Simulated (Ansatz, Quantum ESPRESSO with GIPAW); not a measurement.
**Shieldings and field gradients in Mg2H2O3**

What would the 1H NMR spectrum of Mg2H2O3 look like, and which site gives which line?

Method: DFT, PBEsol, plane-wave PAW (pslibrary 1.0.0 recipes), scalar-relativistic, GIPAW; a patched development version of the program, in Quantum ESPRESSO with GIPAW 8.0dev (patched build).

Report form: the programs' logs are mostly left out.

## 1. Set-up

The structure is trigonal, space group P-3m1 (No. 164). Conventional cell: a = 3.085 Å, b = 3.085 Å, c = 7.710 Å, α = 90.00°, β = 90.00°, γ = 120.00°. Nearest to Mg lie 6 O at 2.07 to 2.16 Å. O has 6 Mg at 2.16 Å nearest. O has 1 H at 0.97 Å and 3 Mg at 2.07 Å nearest. Nearest to H lie 1 O at 0.97 Å. Farther neighbours and most contacts between anions are not listed.

Coordinates:

```cif
data_structure
_symmetry_space_group_name_H-M 'P-3m1'
_symmetry_Int_Tables_number 164
_cell_length_a 3.0850
_cell_length_b 3.0850
_cell_length_c 7.7100
_cell_angle_alpha 90.000
_cell_angle_beta 90.000
_cell_angle_gamma 120.000
_cell_volume 63.55
loop_
_atom_site_label
_atom_site_type_symbol
_atom_site_symmetry_multiplicity
_atom_site_Wyckoff_symbol
_atom_site_fract_x
_atom_site_fract_y
_atom_site_fract_z
_atom_site_occupancy
Mg1 Mg 2 d 0.33333 0.66667 0.15848 1
O1 O 1 a 0.00000 0.00000 0.00000 1
O2 O 2 d 0.66667 0.33333 0.29421 1
H1 H 2 d 0.66667 0.33333 0.42009 1
```

The cell is an entry of the Crystallography Open Database; it need not be the form that is stable at ambient conditions.

This structure had its atoms relaxed beforehand (DFT, PBEsol, plane-wave PAW (pslibrary 1.0.0 recipes), Quantum ESPRESSO with GIPAW), starting from the database entry, since shieldings follow bond lengths closely.

## 2. Ground state

First the ground state. The response equations take the occupied wavefunctions as exact, so conv_thr is set much tighter than for an energy. No empty states are asked for: the response is solved without them. The mesh has a spacing of 0.34 Å⁻¹ at most. The PAW files were made with ld1.x from the pslibrary 1.0.0 recipes, with GIPAW reconstruction switched on.

File scf.in:

```
&control
  calculation = 'scf'
  prefix = 'x'
  outdir = './tmp/'
  pseudo_dir = './'
/
&system
  ibrav = 0
  nat = 7
  ntyp = 3
  ecutwfc = 65
  ecutrho = 390
  nbnd = 20
/
&electrons
  conv_thr = 1.0d-10
  mixing_beta = 0.7
  electron_maxstep = 100
/
ATOMIC_SPECIES
  Mg 24.305 Mg.pbesol-spnl-kjpaw_psl.1.0.0-gipaw.UPF
  O 15.999 O.pbesol-n-kjpaw_psl.1.0.0-gipaw.UPF
  H 1.008 H.pbesol-kjpaw_psl.1.0.0-gipaw.UPF
CELL_PARAMETERS angstrom
  3.08500000 0.00000000 0.00000000
  -1.54250000 2.67168837 0.00000000
  0.00000000 0.00000000 7.71000000
ATOMIC_POSITIONS crystal
  Mg 0.33333333 0.66666667 0.15848354
  Mg 0.66666667 0.33333333 0.84151646
  O 0.00000000 -0.00000000 0.00000000
  O 0.66666667 0.33333333 0.29421236
  O 0.33333333 0.66666667 0.70578764
  H 0.66666667 0.33333333 0.42009354
  H 0.33333333 0.66666667 0.57990646
K_POINTS automatic
  7 7 3 0 0 0
```

Run with:

```bash
> mpirun -np 4 pw.x -nk 4 -in scf.in > scf.out
```

The job ended after 37 s (4 MPI ranks of Arm Neoverse V1, shared host; peak memory 0.38 GiB; 2.4 min of CPU time).

It converged in 40 cycles to an estimated accuracy of 9e-11 Ry, on 20 irreducible k-points.

## 3. Magnetic response

The job finds the current that a weak uniform field induces (applied as a long wave, q_gipaw) and the field that this current makes at each nucleus. On atoms with p or d valence electrons much of the paramagnetic part arises close to the nucleus, where the PAW partial waves rebuild the true states. pawproj makes the reconstruction use the PAW data sets' own projectors.

File nmr.in:

```
&inputgipaw
  job = 'nmr'
  prefix = 'x'
  tmp_dir = './tmp/'
  restart_mode = 'from_scratch'
  verbosity = 'low'
  q_gipaw = 0.01
  spline_ps = .true.
  conv_threshold = 1.0d-11
  use_nmr_macroscopic_shape = .false.
  pawproj(1) = .true.
  pawproj(2) = .true.
  pawproj(3) = .true.
/
```

Run with:

```bash
> mpirun -np 4 gipaw.x -in nmr.in > nmr.out
```

Elapsed: 4.8 min, on 4 MPI ranks; peak memory 0.32 GiB; 19 min of CPU time.

The f-sum rule is met to 0.0045 of 31.9 (0.01 %). Converged shieldings require that this miss be small, but a small miss does not prove them. gipaw.x warns that with these symmetry operations the susceptibility and the shape term are unreliable; the other terms are not touched.

From the symmetric part of each tensor, with principal values σ11 ≤ σ22 ≤ σ33: σ_iso is their mean, the span is σ33 − σ11 and the skew 3(σ_iso − σ22)/span. (gipaw.x prints an anisotropy in another convention.)

| site | atom no. | atoms in cell | σ_iso (ppm) | span (ppm) | skew |
| --- | --- | --- | --- | --- | --- |
| Mg | 1 | 2 | 533.8 | 7.6 | -1.00 |
| O(1) | 3 | 1 | 188.0 | 17.8 | -1.00 |
| O(2) | 4 | 2 | 232.9 | 28.9 | 1.00 |
| H | 6 | 2 | 21.87 | 18.43 | 1.00 |

The macroscopic shape term is switched off. For a spherical sample the valence susceptibility of this run would add about 8 ppm to every site, a rough estimate, since the susceptibility converges slowly and lacks part of the PAW terms, above all in hexagonal and trigonal cells. Differences within the crystal don't depend on it, but shieldings of different compounds can't be compared to better than a few ppm without it.

An axis of order three or more runs through Mg, O(1), O(2) and H, so two principal values coincide and the skew is ±1. In this run the largest span is that of O(2) (site symmetry 3m), with principal values 223.3, 223.3 and 252.2 ppm. On O(2) the most shielded direction lies along its short bond to H: a field along the bond can't mix the bonding orbital with those across it, so the paramagnetic term is smallest there. On H the most shielded direction lies along its short bond to O.

How the isotropic values are made up (ppm). The core part is that of the free atom's core; bare is the current of the smooth valence states; the last two are what the PAW spheres add to the diamagnetic and the paramagnetic current:

| site | core | bare | reconstruction, dia | reconstruction, para |
| --- | --- | --- | --- | --- |
| Mg | 412.2 | 92.9 | 168.4 | -139.7 |
| O(1) | 270.5 | 51.2 | 17.6 | -151.3 |
| O(2) | 270.5 | 64.9 | 18.0 | -120.5 |
| H | 0.0 | 20.8 | 1.0 | 0.0 |

## 4. Electric field gradients

2H, 17O and 25Mg have a quadrupole moment, which couples to the field gradient and broadens the lines. The gradient is a property of the ground-state density and needs no response; it is taken from a second code that counts the whole PAW charge. C_Q = eQV_zz/h, with Q = 0.00285783 barn for 2H, -0.02558 barn for 17O, 0.1994 barn for 25Mg.

This step: DFT, PBEsol, plane-wave PAW, default files (PAW set soft_2), scalar-relativistic, field gradients (Ansatz 0.2.0), on the same atoms.

File input.yaml:

```yaml
crystal:
  lattice:
    - [3.085, 0.0, 0.0]
    - [-1.5425, 2.6716883707, 0.0]
    - [0.0, 0.0, 7.71]
  atoms:
    - { symbol: Mg, position: [0.33333333, 0.66666667, 0.1584835406] }
    - { symbol: Mg, position: [0.66666667, 0.33333333, 0.8415164594] }
    - { symbol: O, position: [0.0, 0.0, 0.0] }
    - { symbol: O, position: [0.66666667, 0.33333333, 0.2942123619] }
    - { symbol: O, position: [0.33333333, 0.66666667, 0.7057876381] }
    - { symbol: H, position: [0.66666667, 0.33333333, 0.4200935381] }
    - { symbol: H, position: [0.33333333, 0.66666667, 0.5799064619] }
kpoints:
  mp_grid: { grid: [7, 7, 3] }
scf:
  occupations: { method: fixed }
hamiltonian:
  xc: pbesol
  pseudopotentials: { kind: paw, frozen_core: stored }
output:
  forces: false
  stress: false
  efg:
    quadrupole_moments_barn: { Mg: 0.1994, O: -0.02558, H: 0.00285783 }
```

Run with:

```bash
> ansatz run input.yaml --threads 4 --pin off --max-ram 8192MiB --backend cpu --events-out ev --progress --plain --runs-dir out
```

The job ended after 0.6 s (4 threads; peak memory 0.36 GiB; 1.8 s of CPU time).

Among nuclei of half-integer spin the second-order effect is largest for 17O on O(2) (spin 5/2, C_Q -8.87 MHz): at 9.4 T it moves the centre of gravity of the MAS line by -160 ppm from δ_iso, and by a quarter of that at twice the field, by δ_Q = −(3/40)(C_Q/ν0)²(1 + η²/3)[I(I+1) − 3/4]/[I²(2I−1)²] × 10⁶ ppm with ν0 = 54.3 MHz.

## 5. NMR parameters by site

Spectra are read against a reference compound, and shifts rise as shieldings fall. A slope other than one corrects for the functional's tendency to overstate or understate differences of shielding. For ¹H and ⁷Li, with little paramagnetic shielding, slope and scatter come mostly from geometry, vibration and the shape term.

To turn shieldings into shifts, lines fitted to measured solids are used. 1H: δ = (29.71 − σ) / 1.204, zero at TMS, fitted to 11 measured values, from Ca(BH4)2, Ca(OH)2, CsH2PO4, LiBH4, LiH, MgH2, NaH, NaOH and NH4H2PO4, with a scatter of 0.61 ppm r.m.s., with σ taken with the shape term of a sphere (8.1 ppm here). Kinds of site that fitted badly were split off after the misses were seen, so the scatter is that of the points kept.

Covalently bonded atoms count as neighbours within 1.18 times the sum of their radii. Otherwise a cation's neighbours lie within 1.2 times its shortest bond (1.3 for large cations, each anion's radius taken off where they differ), and an anion's are the cations that count it.

| site | atom no. | atoms in cell | surroundings | bonds (Å) | δ_iso (ppm) | C_Q (MHz) | η_Q |
| --- | --- | --- | --- | --- | --- | --- | --- |
| Mg | 1 | 2 | MgO6 | 2.07 to 2.16 | - | 1.30 | 0.00 |
| O(1) | 3 | 1 | bound to Mg6 | 2.160 | - | 0.96 | 0.00 |
| O(2) | 4 | 2 | hydroxyl; 4 neighbours | 0.97 to 2.07 | - | -8.87 | 0.00 |
| H | 6 | 2 | bound to O | 0.971 | -0.25 | 0.307 | 0.00 |

By surroundings the O shieldings are 6-coordinate: 188.0; hydroxyl: 232.9 ppm.

Simulated spectrum, 1H MAS at 60 kHz, 7.05 T (300.2 MHz), lines broadened by 0.5 ppm; rigid lattice, with dipolar and J couplings left out: a single narrow line at -0.25 ppm.

Simulated spectrum: 17O fast MAS, 9.4 T (54.3 MHz), central transition to second order, lines broadened by 6.4 ppm; the axis counts ppm from the isotropic position of O(2), as −Δσ; rigid lattice, with dipolar and J couplings and satellite transitions left out.

offset (ppm), intensity and a bar:
```
       87       0.00 
       71       0.00 
       54       0.02 #
       43       1.00 ##############################
       38       0.25 #######
       23       0.01 
        6       0.00 
      -10       0.00 
      -25       0.00 
      -42       0.00 
      -58       0.21 ######
      -60       0.22 ######
      -74       0.10 ###
      -90       0.07 ##
     -107       0.06 ##
     -123       0.05 ##
     -138       0.05 ##
     -155       0.05 #
     -171       0.05 #
     -187       0.05 ##
     -203       0.05 ##
     -219       0.06 ##
     -235       0.08 ##
     -249       0.16 #####
     -251       0.12 ####
     -268       0.01 
     -284       0.01 
     -299       0.01 
     -316       0.01 
     -332       0.01 
     -348       0.01 
     -364       0.01 
     -381       0.01 
     -396       0.01 
     -412       0.00 
     -429       0.00 
     -444       0.00
```

Most prominent maxima (ppm: height): 43: 1.00, -60: 0.22, -249: 0.16.

## 6. Other settings and structures

Each row names what was changed: the structure as given shows what the relaxation did; another mesh tests the sampling of the zone; another cutoff tests the basis.

Changes of σ_iso (ppm) against the run above (PBEsol, cutoffs 65 and 390 Ry, mesh 7×7×3, 22 min). Times are CPU times of pw.x and gipaw.x together, on 4 MPI ranks of Arm Neoverse V1, shared host; on a shared host they are rough. A run is marked as doubtful where the f-sum miss passes 0.015 electrons, or that much for each three atoms in larger cells (with Tl, Pb, Hg, Bi or Sn a third of that, or a mesh spacing over 0.26 Å⁻¹), or where the susceptibility is unphysically large.

| run | CPU time | f-sum miss | Mg | O(1) | O(2) | H |
| --- | --- | --- | --- | --- | --- | --- |
| structure as given | 22 min | 0.0048 | +3.1 | +1.8 | -12.5 | -1.13 |
| mesh 8×8×3 | 27 min | 0.0017 | +0.1 | +1.3 | +0.5 | +0.01 |
| mesh 4×4×2 (marked) | 8.5 min | 0.17 | -4.4 | -43.8 | -19.2 | -0.28 |
| cutoffs 80 and 480 Ry | 35 min | 0.0037 | -0.6 | -0.2 | -0.2 | -0.00 |

The largest move is -43.8 ppm, on O(1), from mesh 4×4×2.

## 7. A bad input

One more run, with a slip of the kind that is easily made.

Edit scf.in of step 2 so:

```diff
@@ -15,3 +15,3 @@
 &electrons
-  conv_thr = 1.0d-10
+  conv_thresh = 1.0d-10
   mixing_beta = 0.7
```

Run with:

```bash
> mpirun -np 4 pw.x -nk 4 -in scf.in > scf.out
```

Wall time 0.49 s (4 MPI ranks); peak memory 0.2 GiB.

The program stopped with an error: Error in routine read_namelists: bad line in namelist &electrons: " conv_thresh = 1.0d-10" (error could be in the previous line). The fault: a misspelt key. 

## 8. Results

```json
{
  "1H shift": "-0.25 ppm",
  "2H size of C_Q": "0.307 MHz",
  "17O shielding without shape term": "188.0, 232.9 ppm",
  "17O size of C_Q": "0.96, 8.87 MHz",
  "25Mg shielding without shape term": "533.8 ppm",
  "25Mg size of C_Q": "1.30 MHz"
}
```

1H has one site (bound to O), with isotropic shift -0.25 ppm. Going to mesh 8×8×3 changes no isotropic shielding by more than 1.4 ppm, a first measure of the error left in that respect. Going to cutoffs 80 and 480 Ry changes no isotropic shielding by more than 0.62 ppm, so the main run is converged in that respect. Hydrogen's values are less sure: spans of ¹H carry errors of some ppm on PAW files, the bulk susceptibility matters on its narrow scale, and it is treated as a fixed classical nucleus at 0 K. In PBE checks against another PAW code, field gradients made this way came out (cores as stored) 4 to 9 % larger on O (three silicas and corundum) and 6 % smaller on Al (corundum alone). This build of gipaw.x prints that it is not audited and that its numbers are no references by themselves. It also reports spline_ps as false although the input sets it; why was not traced. The field gradients use PAW files made for PBE. The sphere term behind these shifts is unreliable in hexagonal and trigonal cells, by up to a few ppm.

[Logs are printed without paths, hosts, clocks, repeated set-up lines and the standing remarks that a program may print on its own settings, such as how far it seeks lower states.]

[Hosts, paths, dates, database ids (printed as entryN), source tags and the programs' standing remarks are cut or masked in the printed files.]

[Where no reference line passes its bar on scatter, no shift is given, so a measured shift of this compound may stand uncompared.]
